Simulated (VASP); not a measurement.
# Te2Mo in VASP: single point with LDA

Aim: the single point of Te2Mo with LDA.

Everything below comes from runs of VASP 6.6.1. Logs are shortened: lines on timing, memory, paths and dates and some standing lists are left out, and cuts for length are marked.

## Step 1: The structure

The cell holds a slab with vacuum, 3 atoms: a = 3.560 Å, b = 3.560 Å, c = 17.524 Å, α = 90.00°, β = 90.00°, γ = 120.00°.

## Step 2: Single point, LDA

INCAR reads:

```
  PREC = Accurate
  ENCUT = 520
  EDIFF = 1E-6
  ISMEAR = 0
  SIGMA = 0.1
  LREAL = F
  LASPH = T
  NELM = 60
  ALGO = Fast
  ISIF = 2
  LWAVE = F
  LCHARG = T
  LELF = T
  LVHAR = T
  NBANDS = 20
```

KPOINTS reads:

```
Automatic mesh
0
Gamma
  6 6 1
```

POSCAR reads:

```
Te2Mo
1.0
    3.5602328140      0.0000000000      0.0000000000
   -1.7801164070      3.0832520603      0.0000000000
    0.0000000000      0.0000000000     17.5240578200
Te Mo
2 1
Direct
    0.3333333300      0.6666666700      0.8978554500
    0.3333333300      0.6666666700      0.1021445500
    0.0000000000      0.0000000000      0.0000000000
```

Potentials or basis: VASP PAW LDA potentials, release 64 (Te, Mo_sv).

Started as:

```
> cat potpaw_LDA.64/Te/POTCAR potpaw_LDA.64/Mo_sv/POTCAR > POTCAR
> mpirun -np 1 vasp_std > vasp.out
```

OUTCAR:

```text
PREC = Accurate
   ENCUT = 520
   EDIFF = 1E-6
   ISMEAR = 0
   LREAL = F
   LASPH = T
   NELM = 60
   ISIF = 2

 ion  position               nearest neighbor table
   1  0.333  0.667  0.898-   3 2.73   3 2.73   3 2.73   2 3.58
   2  0.333  0.667  0.102-   3 2.73   3 2.73   3 2.73   1 3.58
   3  0.000  0.000  0.000-   1 2.73   2 2.73   1 2.73   2 2.73   1 2.73   2 2.73

  LATTYP: Found a hexagonal cell.
 ALAT       =     3.5602328140
 C/A-ratio  =     4.9221662558

  Lattice vectors:

 A1 = (   3.5602328140,   0.0000000000,   0.0000000000)
 A2 = (  -1.7801164070,   3.0832520603,   0.0000000000)
 A3 = (   0.0000000000,   0.0000000000,  17.5240578200)

Analysis of symmetry for initial positions (statically):
=====================================================================
 Subroutine PRICEL returns:
 Original cell was already a primitive cell.

 Routine SETGRP: Setting up the symmetry group for a
 hexagonal supercell.

 Subroutine GETGRP returns: Found 12 space group operations
 (whereof 12 operations were pure point group operations)
 out of a pool of 24 trial point group operations.

The static configuration has the point symmetry D_3h.

Analysis of symmetry for dynamics (positions and initial velocities):
=====================================================================
 Subroutine PRICEL returns:
 Original cell was already a primitive cell.

 Routine SETGRP: Setting up the symmetry group for a
 hexagonal supercell.

 Subroutine GETGRP returns: Found 12 space group operations
 (whereof 12 operations were pure point group operations)
 out of a pool of 24 trial point group operations.

The dynamic configuration has the point symmetry D_3h.

 Subroutine INISYM returns: Found 12 space group operations
 (whereof 12 operations are pure point group operations),
 and found     1 'primitive' translations

----------------------------------------------------------------------------------------

                                     Primitive cell

  volume of cell :     192.3633

  direct lattice vectors                    reciprocal lattice vectors
     3.560232814  0.000000000  0.000000000     0.280880508  0.162166437  0.000000000
    -1.780116407  3.083252060  0.000000000     0.000000000  0.324332873  0.000000000
     0.000000000  0.000000000 17.524057820     0.000000000  0.000000000  0.057064409

  length of vectors
     3.560232814  3.560232814 17.524057820     0.324332873  0.324332873  0.057064409

[... 63 lines left out ...]
   NELM   =     60;   NELMIN=  2; NELMDL= -5     # of ELM steps
   EDIFF  = 0.1E-05   stopping-criterion for ELM
   LREAL  =      F    real-space projection
   EDIFFG = 0.1E-04   stopping-criterion for IOM
   NSW    =      0    number of steps for IOM
   IBRION =     -1    ionic relax: 0-MD 1-quasi-New 2-CG
   NFREE  =      0    steps in history (QN), initial steepest desc. (CG)
   ISIF   =      2    stress and relaxation
   ISYM   =      2    0-nonsym 1-usesym 2-fastsym
   POTIM  = 0.5000    time-step for ionic-motion
   TEBEG  =    0.0;   TEEND  =   0.0 temperature during run
   PSTRESS=    0.0 pullay stress
   NELECT =      26.0000    total number of electrons
   NUPDOWN=      -1.0000    fix difference up-down
   EMIN   =  10.00;   EMAX   =-10.00  energy-range for DOS
   EFERMI =   0.00;   METHOD = LEGACY
   ISMEAR =     0;   SIGMA  =   0.10  broadening in eV -4-tet -1-fermi 0-gaus
   EFERMI_NEDOS =   21; number of points for ismear=-14 and -15
   IALGO  =     68    algorithm
   IMIX   =      4    mixing-type and parameters
     AMIX     =   0.40;   BMIX     =  1.00
     AMIX_MAG =   1.60;   BMIX_MAG =  1.00
  volume/ion in A,a.u.               =      64.12       432.71
  Fermi-wavevector in a.u.,A,eV,Ry     =   0.840153  1.587660  9.603777  0.705858
  Thomas-Fermi vector in A             =   1.954489
   LORBIT       =      0    0 simple, 1 ext, 2 COOP (PROOUT), +10 PAW based schemes
   GGA     = CA    functional components
   LHFCALC =     F    Hartree Fock is set to
   AEXX    =    0.0000 exact exchange contribution
   IVDW    =     0    specifies the selected vdW correction
   LEPSILON=     F    determine dielectric tensor
   LRPA    =     F    only Hartree local field effects (RPA)
 non-spin polarized calculation
 RMM-DIIS sequential band-by-band and
 Gauss-broadening in eV      SIGMA  =   0.10
  energy-cutoff  :      520.00
  volume of cell :      192.36
 maximum number of plane-waves:      5225
 NGX is ok and might be reduce to    28
   NGX = 13   NGY = 13   NGZ = 65

 number of electron      26.0000000 magnetization

 Free energy of the ion-electron system (eV)
  ---------------------------------------------------
  ext. energy  EPLUGINS =         0.00000000
  ---------------------------------------------------
  free energy    TOTEN  =       -20.41031338 eV

  energy without entropy =      -20.41031338  energy(sigma->0) =      -20.41031338

 E-fermi :   0.4319     XC(G=0):  -4.8326

 val. band max:       -0.1339969313   @ k =   0.3333   0.3333   0.0000
 cond. band min:       0.9078483065   @ k =   0.3333   0.3333   0.0000
 fundamental gap:      1.0418452379
 Fermi energy:         0.4319401922

 k-point     1 :       0.0000    0.0000    0.0000
  band No.  band energies     occupation
      1     -60.4391      2.00000
      2     -34.7773      2.00000
      3     -34.6665      2.00000
      4     -34.6665      2.00000
      5     -12.6723      2.00000
      6     -11.6922      2.00000
[... 150 lines left out ...]
     19       5.0192      0.00000
     20       7.1860      0.00000

------------------------ aborting loop because EDIFF is reached ----------------------------------------

  FORCE on cell =-STRESS in cart. coord.  units (eV):
  Direction    XX          YY          ZZ          XY          YZ          ZX
  --------------------------------------------------------------------------------------
  -------------------------------------------------------------------------------------
  Total       -2.3818018     -2.3818018     -1.3180978     -0.0000000     -0.0000000      0.0000000
  in kB      -19.8378271    -19.8378271    -10.9783256     -0.0000000     -0.0000000      0.0000000
  external PRESSURE =     -16.8846600 kB  Pullay stress =       0.0000000 kB

 VOLUME and BASIS-vectors are now :
 -----------------------------------------------------------------------------
  energy-cutoff  :      520.00
  volume of cell :      192.36
      direct lattice vectors                 reciprocal lattice vectors
     3.560232814  0.000000000  0.000000000     0.280880508  0.162166437  0.000000000
    -1.780116407  3.083252060  0.000000000     0.000000000  0.324332873  0.000000000
     0.000000000  0.000000000 17.524057820     0.000000000  0.000000000  0.057064409

 POSITION                                       TOTAL-FORCE (eV/Angst)
 -----------------------------------------------------------------------------------
     -0.00000      2.05550     15.73407         0.000000      0.000000      0.364508
     -0.00000      2.05550      1.78999        -0.000000     -0.000000     -0.364508
      0.00000      0.00000      0.00000        -0.000000      0.000000     -0.000000
 -----------------------------------------------------------------------------------
    total drift:                                0.000010     -0.000006     -0.000000

  FREE ENERGIE OF THE ION-ELECTRON SYSTEM (eV)
  ---------------------------------------------------
  free  energy   TOTEN  =       -20.4103133796 eV

  energy  without entropy=      -20.4103133796  energy(sigma->0) =      -20.41031338
```

OSZICAR:

```text
N       E                     dE             d eps       ncg     rms          rms(c)
DAV:   1     0.144349031324E+03    0.14435E+03   -0.11269E+04   352   0.104E+03
DAV:   2    -0.125706877575E+02   -0.15692E+03   -0.15336E+03   376   0.235E+02
DAV:   3    -0.209428944304E+02   -0.83722E+01   -0.83030E+01   352   0.464E+01
[... 12 lines left out ...]
RMM:  16    -0.204102312182E+02   -0.31719E-04   -0.41901E-06   267   0.116E-02    0.220E-03
RMM:  17    -0.204102884391E+02   -0.57221E-04   -0.28922E-06   251   0.651E-03    0.295E-03
RMM:  18    -0.204103045646E+02   -0.16126E-04   -0.10309E-06   233   0.383E-03    0.183E-03
RMM:  19    -0.204103131181E+02   -0.85535E-05   -0.47149E-07   190   0.234E-03    0.540E-04
RMM:  20    -0.204103133796E+02   -0.26145E-06   -0.46289E-08   129   0.135E-03
   1 F= -.20410313E+02 E0= -.20410313E+02  d E =-.457001E-12
```

Wall time 32 s (1 thread of Intel Xeon Platinum 8488C (Sapphire Rapids), shared host); peak memory 0.25 GiB.

Results:

| Item | Value |
| --- | --- |
| Free energy | -20.4103 eV |
| Largest force | 0.365 eV/Å |
| Band gap on the k mesh | 1.04 eV, direct |

Forces on the atoms (eV/Å):
```
Te   0.000  0.000  0.365
Te   0.000  0.000 -0.365
Mo   0.000  0.000  0.000
```

Levels at points of the mesh, in eV from the valence-band top:
```tsv
k point	band 11	band 12	band 13	band 14	band 15	band 16
(0.00, 0.00, 0.00)	-0.90	-0.90	-0.37	3.06	3.06	3.36
(0.50, 0.00, 0.00)	-1.51	-0.68	-0.33	1.39	1.73	3.31
```

Caveat: spin-orbit coupling is left out, which moves the levels of the heavy elements. A hybrid or GW would open this gap; LDA tends to underestimate it.
